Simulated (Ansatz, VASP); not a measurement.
**One calculation of Cu, two programs**

```
CELL_PARAMETERS angstrom
1.21846 -3.97638 0.00000
1.21846 3.97638 0.00000
0.00000 0.00000 2.50025
ATOMIC_POSITIONS crystal
Cu 0.86613 0.13387 0.75000
Cu 0.13387 0.86613 0.25000
```

Change from the starting cell: strain = 0.01.

Alike in both runs: task single point; functional PBE; k mesh 11 × 11 × 11; occupations fermi-dirac, width 0.05 eV; no spin polarisation.

```csv
,VASP,Ansatz
version,VASP 6.6.1,Ansatz 0.2.0
potentials or method,"VASP PAW PBE potentials, release 64 (Cu), cutoff 520 eV","all-electron LAPW, scalar-relativistic"
```

Ansatz gave:

* gap on the k mesh at the Fermi level (eV): none
* pressure (GPa): 5.0
* largest component of the traceless stress (GPa): 1.14
* rms of the force components (eV/Å): 0.022

Question: Which values does VASP return?

Answer: gap on the k mesh at the Fermi level (eV): none; pressure (GPa): 5.5; largest component of the traceless stress (GPa): 1.04; rms of the force components (eV/Å): 0.025.

Atom by atom the forces differ by 0.003 eV/Å (rms over components). A gap of «none» marks a metal or a gap that the smearing closes. Ansatz ran all-electron here, so the differences hold the error of VASP's frozen core and of both bases.
